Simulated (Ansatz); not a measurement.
# Os (Fm-3m) in Ansatz: a series of runs

One crystal, Os, is run at these levels: wPBEh; tasks: single point, equation of state.

Program: Ansatz 0.2.0. These are calculated values, not measurements. Logs are shortened: lines on timing, memory, paths and dates and some standing lists are left out, and cuts for length are marked.

**1. The crystal as given**

The structure is cubic, space group Fm-3m (No. 225). Conventional cell: a = 3.890 Å, b = 3.890 Å, c = 3.890 Å, α = 90.00°, β = 90.00°, γ = 90.00°. Os (site symmetry m-3m) is surrounded by 12 Os at 2.75 Å.

This isn't the form of Os at room conditions, which is hcp.

**2. Single point, wPBEh, collinear spin, program default start, 13.83 Å³/atom (volume scaled by 0.94)**

Input file input.yaml:

```yaml
crystal:
  lattice:
    - [0.0, 1.9052949815, 1.9052949815]
    - [1.9052949815, 0.0, 1.9052949815]
    - [1.9052949815, 1.9052949815, 0.0]
  atoms:
    - { symbol: Os, position: [0.0, 0.0, 0.0] }
hamiltonian:
  xc: wpbeh
  pseudopotentials: { kind: paw, partial_waves: polarizable }
magnetization:
  spin_polarized: true
kpoints:
  mp_grid: { grid: [8, 8, 8] }
scf:
  occupations: { method: fermi_dirac, width: 0.05 }
output:
  forces: true
  stress: true
  eigenvalues: true
```

Potentials or basis: Ansatz PAW polarizable.

Launch:

```sh
$ ansatz run input.yaml --threads 1 --pin off --max-ram 2560MiB --backend cpu --events-out ev --progress --plain --runs-dir out
```

The log of the run:

```text
Warning: output.stress: scf.convergence.dr2_threshold = 1e-7 eV (the SCF's general default) is looser than the 1e-10 eV advised for a printed stress (1e-10 eV for each atom of the cell: 1). What an SCF threshold leaves in a stress goes as its square root, and in the free energy as the threshold itself, and one threshold admits the most on a small cell: of the crystals measured, under no hybrid functional and no lock of the moments, on runs that ended without the residual-converged pass, on stresses that held no estimate of that error, the worst erred by over 100 MPa in a component at 1e-7 eV an atom and by under 5 at 1e-10. Set scf.convergence.dr2_threshold to 1e-10 eV or tighter. The threshold is an SCF's pass mark: one that does not reach it within its budget of iterations ends unconverged, or closes short of it on a stop that the run arms, and scf.convergence.dr2_threshold's page says what that costs each kind of run
Warning: output.stress: scf.exx.energy_threshold = 1e-6 eV is looser than the 1e-8 eV advised for a stress under a hybrid functional (1e-8 eV for each atom of the cell: 1). Every SCF of the exchange loop can meet its threshold on dr2 while the loop round them stops early: no threshold on dr2 bounds what that leaves in the stress. Set scf.exx.energy_threshold to 1e-8 eV or tighter. The threshold is the loop's pass mark: a loop that does not reach it within its budget of cycles ends unconverged, and scf.exx.energy_threshold's page has the law
Warning: RAYON_NUM_THREADS=1 ignored (pool sized by the plan → 1); use --threads N
band count auto-derived: 14 (N_el = 16.0; filled up to band 8; 12 by the electrons, moments and atoms)
Engine: ansatz 0.2.0, x86_64-unknown-linux-gnu
Pseudopotentials: kind: paw
Pseudopotential: Os, paw, valence charge 16, recommended cutoff 420 eV (normal), Os.paw.azcp
Functional definition: wPBEh
  parameter a = 0.25
  parameter omega = 0.11/bohr
  exchange = wpbe_x - a*pbe_x_sr(omega) + a*exact_x_sr(omega)
  correlation = pbe_c
Crystal: 1 atoms, lattice volume = 13.833 Å³
Basis set: ecut = 420 eV, 283 PW (Γ), exchange–correlation on 40×40×40 points (8 copies of the dense FFT grid, shifted against one another)
Bands: 14, of which v1, the nominal top of the filled ones, is band 8 counted from 1 (7 counted from 0)
Symmetry: 48 space group operations
Space group: Fm-3m (ITA 225), of the structure as read, at distance tolerance 2.4e-5 Å
k-points: 29 of 512
Non-local potential: Os, projectors of the file, l = 0: 3, l = 1: 2, l = 2: 2, l = 3: 1
PAW form: soft (Blöchl's): semilocal exchange-correlation on the pseudo side does not see the compensation charge
PAW frozen core: Os, regenerated for the run's functional, and the local potential with it (the file was generated under x = pbe(κ = 0.804, μ = 0.2195149727645171), c = pbe(β = 0.06672455060314922))
PAW one-centre angular grid: Os, 590 points (default); XC on 64 Gauss nodes
Initial density: superposition of atomic densities (chi_scale 0.1, normalization cell)
Initial wavefunctions: pseudopotential atomic-orbital guess
Functional: x = wpbeh, c = pbe(β = 0.06672455060314922), warm-up for x = wpbeh + 0.25 (exact − pbe) at short range (hse, ω = 0.20786987370883472 Å⁻¹), c = pbe(β = 0.06672455060314922); HSE06 as its authors and Libxc compose it (pw.x's `hse`: `xc: hse06`)
Partial waves of Os: polarizable
iter 1 solved again at ethr=3.20e-3 eV; its pass at ethr=1.00e-1 eV (dr2=5.12e-1 eV) is discarded
SCF iter   1: F=—  HF=-11372.802365 eV  |F-HF|=—  |Δ(HF+E_count)|=         —  Δρ=8.14e-2 (↑5.01e-2 ↓8.14e-2)  dr2=3.63e-1  dr2_m=4.88e-1  M=1.251 μB ∫|m|=1.251 μB  ethr=3.20e-3  ⟨swp⟩=2.4  Hψ=2045  notcnv=0
Mixer restart at iter 1: flushing history
SCF iter   2: F=—  HF=-11373.710511 eV  |F-HF|=—  |Δ(HF+E_count)|=         —  Δρ=7.12e-2 (↑7.12e-2 ↓3.77e-2)  dr2=5.00e-1  dr2_m=2.86e-1  M=0.262 μB ∫|m|=0.270 μB  β_m=0.30  ethr=2.27e-3  ⟨swp⟩=2.0  Hψ=1624  notcnv=0
preconditioner: auto → none  [metal: Δε(μ)=0.064 eV  Ē_g=16.010 eV  σ=0.050 eV  W_gap=0.28  n_scr=0 (ndim 8)  ℏωp=28.2 eV  f_vac=0.000  D(μ)=0.63/eV (n_scr^D=8)]
SCF iter   3: F=—  HF=-11373.640840 eV  |F-HF|=—  |Δ(HF+E_count)|=   6.97e-2  Δρ=4.66e-2 (↑4.66e-2 ↓3.03e-2)  dr2=1.08e-1  dr2_m=1.65e-1  M=0.208 μB ∫|m|=0.215 μB  β_m=0.50  ethr=2.27e-3  ⟨swp⟩=2.4  Hψ=1654  notcnv=0
iter 4 solved again at ethr=9.78e-6 eV; its pass at ethr=6.78e-4 eV (dr2=1.56e-3 eV) is discarded
SCF iter   4: F=—  HF=-11373.701267 eV  |F-HF|=—  |Δ(HF+E_count)|=   6.04e-2  Δρ=1.21e-2 (↑1.21e-2 ↓1.21e-2)  dr2=1.60e-3  dr2_m=1.74e-2  M=0.140 μB ∫|m|=0.142 μB  β_m=0.67  ethr=9.78e-6  ⟨swp⟩=2.4  Hψ=3367  notcnv=0
SCF iter   5: F=—  HF=-11373.714057 eV  |F-HF|=—  |Δ(HF+E_count)|=   1.28e-2  Δρ=3.49e-3 (↑3.49e-3 ↓3.16e-3)  dr2=1.32e-4  dr2_m=1.36e-3  M=0.065 μB ∫|m|=0.066 μB  β_m=0.84  ethr=9.78e-6  ⟨swp⟩=3.0  Hψ=1830  notcnv=0
SCF iter   6: F=—  HF=-11373.715484 eV  |F-HF|=—  |Δ(HF+E_count)|=   1.43e-3  Δρ=1.30e-3 (↑1.12e-3 ↓1.30e-3)  dr2=1.51e-5  dr2_m=1.80e-4  M=0.026 μB ∫|m|=0.027 μB  β_m=0.92  ethr=8.25e-7  ⟨swp⟩=3.0  Hψ=1802  notcnv=0
Mixer restart at iter 6: flushing history
[... 3 lines left out ...]
SCF iter  10: F=-11373.715769 eV  HF=-11373.715769 eV  |F-HF|=1.56e-10  |Δ(HF+E_count)|=   2.20e-9  Δρ=7.26e-7 (↑7.26e-7 ↓7.26e-7)  dr2=2.24e-10  dr2_m=0.00e0  M=0.000 μB ∫|m|=0.000 μB  ethr=3.89e-11  ⟨swp⟩=2.9  Hψ=697  notcnv=0
SCF 1 converged in 10 iterations: F = -11373.715769 eV  dr2 = 2.24e-10
Initial density: handed on by an earlier stage of this run
Initial wavefunctions: those handed on with the density
Functional: x = wpbeh + 0.25 (exact − pbe) at short range (hse, ω = 0.20786987370883472 Å⁻¹), c = pbe(β = 0.06672455060314922); HSE06 as its authors and Libxc compose it (pw.x's `hse`: `xc: hse06`)
Exchange kernel: α = 0.2500, screened, ω = 0.2079 Å⁻¹, Wigner–Seitz truncation, v(0) = 1045.6886 eV·Å³, q-mesh 8×8×8, nearest image of the exchange supercell L = 21.56 Å, pair-density grid 12×12×12, without the augmentation charges, whose exchange is taken in its separable form by FFT convolution over the k-point mesh (sized by the pseudopotential files, 15×15×15 at the most), smooth part of the exact exchange by density-matrix convolution
Frozen-core exchange: fock
Partial waves of Os: polarizable
iter 1 solved again at ethr=4.89e-5 eV; its pass at ethr=1.00e-1 eV (dr2=7.83e-3 eV) is discarded
SCF iter   1: F=—  HF=-11375.030074 eV  |F-HF|=—  |Δ(HF+E_count)|=         —  Δρ=3.87e-3 (↑3.87e-3 ↓3.87e-3)  dr2=7.94e-3  dr2_m=0.00e0  M=0.000 μB ∫|m|=0.000 μB  β_m=0.30  ethr=4.89e-5  ⟨swp⟩=3.1  Hψ=1607  notcnv=0
preconditioner: auto → none  [insulator: Δε(μ)=0.161 eV  Ē_g=17.607 eV  σ=0.050 eV  W_gap=0.63  n_scr=0 (ndim 8)  ℏωp=28.2 eV  f_vac=0.000  D(μ)=0.92/eV (n_scr^D=14)]
SCF iter   2: F=—  HF=-11375.028447 eV  |F-HF|=—  |Δ(HF+E_count)|=   1.63e-3  Δρ=1.96e-3 (↑1.96e-3 ↓1.96e-3)  dr2=1.92e-3  dr2_m=0.00e0  M=0.000 μB ∫|m|=0.000 μB  β_m=0.45  ethr=4.78e-5  ⟨swp⟩=2.0  Hψ=642  notcnv=0
SCF iter   3: F=—  HF=-11375.027635 eV  |F-HF|=—  |Δ(HF+E_count)|=   8.13e-4  Δρ=3.75e-4 (↑3.75e-4 ↓3.75e-4)  dr2=2.44e-5  dr2_m=0.00e0  M=0.000 μB ∫|m|=0.000 μB  β_m=0.72  ethr=1.14e-5  ⟨swp⟩=3.0  Hψ=828  notcnv=0
SCF iter   4: F=—  HF=-11375.027658 eV  |F-HF|=—  |Δ(HF+E_count)|=   2.30e-5  Δρ=1.09e-4 (↑1.09e-4 ↓1.09e-4)  dr2=4.23e-6  dr2_m=0.00e0  M=0.000 μB ∫|m|=0.000 μB  β_m=0.71  ethr=8.06e-8  ⟨swp⟩=3.0  Hψ=835  notcnv=0
SCF iter   5: F=-11375.027656 eV  HF=-11375.027656 eV  |F-HF|=2.56e-8  |Δ(HF+E_count)|=   1.51e-6  Δρ=2.68e-5 (↑2.68e-5 ↓2.68e-5)  dr2=1.35e-7  dr2_m=0.00e0  M=0.000 μB ∫|m|=0.000 μB  ethr=2.40e-8  ⟨swp⟩=3.0  Hψ=812  notcnv=0
SCF 2 stopped early in 5 iterations: F = -11375.027656 eV  dr2 = 1.35e-7
hybrid outer 1: dexx = +1.162e-3 eV, tail = 2.92e-6 eV
Exchange kernel: α = 0.2500, screened, ω = 0.2079 Å⁻¹, Wigner–Seitz truncation, v(0) = 1045.6886 eV·Å³, q-mesh 8×8×8, nearest image of the exchange supercell L = 21.56 Å, pair-density grid 12×12×12, without the augmentation charges, whose exchange is taken in its separable form by FFT convolution over the k-point mesh (sized by the pseudopotential files, 15×15×15 at the most), smooth part of the exact exchange by density-matrix convolution
Frozen-core exchange: fock
Partial waves of Os: polarizable
SCF iter   1: F=—  HF=-11375.027690 eV  |F-HF|=—  |Δ(HF+E_count)|=         —  Δρ=2.30e-5 (↑2.30e-5 ↓2.30e-5)  dr2=5.86e-8  dr2_m=0.00e0  M=0.000 μB ∫|m|=0.000 μB  β_m=0.30  ethr=9.12e-8  ⟨swp⟩=3.6  Hψ=1046  notcnv=0
preconditioner: auto → none  [insulator: Δε(μ)=0.185 eV  Ē_g=17.614 eV  σ=0.050 eV  W_gap=0.68  n_scr=0 (ndim 8)  ℏωp=28.2 eV  f_vac=0.000  D(μ)=0.88/eV (n_scr^D=14)]
SCF iter   2: F=—  HF=-11375.027690 eV  |F-HF|=—  |Δ(HF+E_count)|=   3.42e-9  Δρ=1.56e-5 (↑1.56e-5 ↓1.56e-5)  dr2=2.34e-8  dr2_m=0.00e0  M=0.000 μB ∫|m|=0.000 μB  β_m=0.53  ethr=3.54e-10  ⟨swp⟩=2.6  Hψ=667  notcnv=0
SCF iter   3: F=-11375.027690 eV  HF=-11375.027690 eV  |F-HF|=7.97e-10  |Δ(HF+E_count)|=   8.99e-9  Δρ=2.55e-6 (↑2.55e-6 ↓2.55e-6)  dr2=1.14e-9  dr2_m=0.00e0  M=0.000 μB ∫|m|=0.000 μB  ethr=1.45e-10  ⟨swp⟩=3.0  Hψ=759  notcnv=0
SCF 3 converged in 3 iterations: F = -11375.027690 eV  dr2 = 1.14e-9
  Residual-converged pass: ⟨swp⟩=2.0  Hψ=552  notcnv=0  max |occ|·‖R‖ = 2.1e-6 eV (tolerance 2.4e-6 eV)  dr2=1.12e-9  dr2_m=0.00e0  dr2_onsite=6.36e-11  max |Δocc| = 4.8e-13
hybrid outer 2: dexx = +5.011e-8 eV, tail = 4.08e-9 eV, Δε = 6.18e-4 eV (about 2.39e-5 eV left of the loop's levels)
this state was not tested for a lower state beside it, because the functional holds exact exchange (a hybrid, or Hartree-Fock), whose exchange loop this test does not read (fock_operator); the stability check (scf.self_checks: high) cannot read this state: a pseudopotential is PAW: the check reads norm-conserving sets alone
hybrid SCF converged: 2 outer / 8 inner (+10 warm-up), last move |dexx| = 5.01e-8 eV, tail = 4.08e-9 eV
Magnetization: 0.0000 μB (8.0000 up, 8.0000 down)
Absolute magnetization: 0.0000 μB (∫|ρ↑−ρ↓|)
Spin contamination: 0.0000 ħ² per cell (⟨S²⟩ above its minimum at these occupations)
Per-site moments (μB) at R_I (Å): [(0.0, 1.1114787763029619)]
Free energy (F): -11375.027690 eV
Frozen-core exchange: fock
Harris-Foulkes:  -11375.027690 eV  (|F-HF|=7.97e-10)
Internal energy: -11375.020448 eV  (E = F + TS)
E sigma→0 (E₀):  -11375.024069 eV
Entropy (-TS):   -0.007242 eV (-7.242 meV/atom)
Fermi energy:    25.818827 eV
--- Per-component energies (eV) ---
  E_band       = -92.729750
  E_kinetic    = 561.151548
  E_local      = -765.734859  (includes V_loc(G=0)·N_el)
  E_nonlocal   = -0.712096
  E_hartree    = 318.908310
  E_xc         = -212.306598
  E_vxc        = -224.561192  (∫ρ·V_xc dr)
  E_exx        = -50.973622  (= α·E_x^exact, valence–valence)
  E_paw        = -9005.234896  (= ΣΔE_a)
  E_vpaw       = -198.741535  (= ΣTr[D̂ρ^β])
  E_aug_tail   = -0.000094  (compensation charges beyond the density's cutoff)
  E_ewald      = -2217.664404
  E_core_change = -2.453734  (= ΣΔE_core)
  E_smearing   = -0.007242  (= −TS)
  E_closure    = -0.000000  (closes the sum)
  Σ components = -11375.027690   (vs F -11375.027690, Δ=0.00e0)
--- Forces (eV/Å), atoms counted from 1 ---
  atom   1  Os    -0.00000000     0.00000000     0.00000000
  max |Σ_I F_I| component: 5.34e-32 eV/Å
--- Stress (GPa, compression-positive) ---
        5.269640      -0.000000       0.000000
        0.000000       5.269640      -0.000000
        0.000000      -0.000000       5.269640
  P = ⅓ Tr σ = 5.2696 GPa (52.696 kbar)
--- Band table (eV; the first three rows and the last of 58) ---
  k-point 0 ↑: bands = ["-64.6665", "-22.0639", "-22.0639", "-22.0639", "13.9169", "22.4810", "22.4810", "22.4810", "26.2521", "26.2521", "40.2244", "46.2974", "46.2974", "46.2974"]
  k-point 1 ↑: bands = ["-64.6476", "-22.2710", "-22.0902", "-22.0902", "14.7186", "22.0427", "22.8337", "22.8337", "25.9991", "25.9991", "41.5620", "43.9718", "47.6531", "47.6531"]
  k-point 2 ↑: bands = ["-64.6017", "-22.7550", "-22.1536", "-22.1536", "16.4687", "21.7659", "23.0361", "23.0361", "26.4028", "26.4028", "40.6421", "44.2766", "51.1849", "51.1849"]
  k-point 28 ↓: bands = ["-64.4929", "-22.9442", "-22.9442", "-22.5661", "19.2991", "21.1861", "21.1861", "25.1298", "29.9214", "36.8541", "37.2815", "37.2815", "42.1645", "52.9776"]
```

Run time: 27 s. Hardware: 1 thread of AMD EPYC 7R43 (Zen 3), shared host; peak memory 0.95 GiB.

Results:

```yaml
Free_energy: -11375.0277 eV
Pressure: 5.3 GPa
Band_gap_on_the_k_mesh: none (metal or under the smearing width)
Net_moment: 0.00 μB per cell
Absolute_moment: 0.00 μB per cell
```

Caveat: the magnetic or orbital state may not be the lowest; the PAW data sets come from PBE, with cores solved anew for the run's functional, which leaves a small shift of forces and pressure; the thresholds are loose for stress.

[end of part 1 of 2]
